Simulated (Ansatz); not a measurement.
The guess for TiAl3 was proposed by analogy with related compounds (P6_3/mmc, No. 194). Its size is a guess.

```yaml
crystal:
  lattice:
    - [5.65000, 0.00000, 0.00000]
    - [-2.82500, 4.89304, 0.00000]
    - [0.00000, 0.00000, 9.20000]
  atoms:
    - { symbol: Ti, position: [0.33333, 0.66667, 0.25000] }
    - { symbol: Ti, position: [0.00000, 0.00000, 0.00000] }
    - { symbol: Ti, position: [0.00000, 0.00000, 0.50000] }
    - { symbol: Ti, position: [0.66667, 0.33333, 0.75000] }
    - { symbol: Al, position: [0.50000, 0.50000, 0.50000] }
    - { symbol: Al, position: [0.66667, 0.83334, 0.75000] }
    - { symbol: Al, position: [0.50000, 0.00000, 0.00000] }
    - { symbol: Al, position: [0.16667, 0.83334, 0.75000] }
    - { symbol: Al, position: [0.50000, 0.00000, 0.50000] }
    - { symbol: Al, position: [0.83334, 0.66667, 0.25000] }
    - { symbol: Al, position: [0.00000, 0.50000, 0.00000] }
    - { symbol: Al, position: [0.00000, 0.50000, 0.50000] }
    - { symbol: Al, position: [0.50000, 0.50000, 0.00000] }
    - { symbol: Al, position: [0.83334, 0.16667, 0.25000] }
    - { symbol: Al, position: [0.33333, 0.16667, 0.25000] }
    - { symbol: Al, position: [0.16667, 0.33333, 0.75000] }
```

Theory: DFT PBE, scalar-relativistic, plane waves, PAW in Ansatz 0.2.0. Cutoff 420 eV, Gaussian smearing, Γ-centred meshes. Cell and atoms relax first on a coarse mesh, the cell is then made exact in the group found at 0.06 to 0.08 Å, and last on a converged mesh; the steps can't lower the symmetry of their start. No spin polarisation.

A guess keeps its type if space group and coordination stay and the shape of the cell changes little (axis ratios within about 15 %, angles within 6°); the volume may change.

Problem. Does this structure survive the relaxation?

Solution. It keeps its type. The symmetry stays P6_3/mmc (No. 194). The volume per atom shrinks by 0.5 %, from 15.9 to 15.8 Å³. The shortest distance goes from 2.82 Å (Ti–Al and Al–Al) to 2.81 Å (Al–Al). The ratio c/a of the conventional cell changes by a factor of 1.01. Counting neighbours within 15 % of an atom's shortest distance, the start has Al 12, Ti 12 and the end Al 12, Ti 12.

The last run used a 6×6×4 mesh (in the run's order of axes) for its 16-atom cell and Gaussian smearing of 0.10 eV. A structure relaxed within its symmetry needn't be a true minimum. Another cell of the same search, in I4/mmm, lies 66 meV/atom lower, so this cell isn't the stable form at this level.
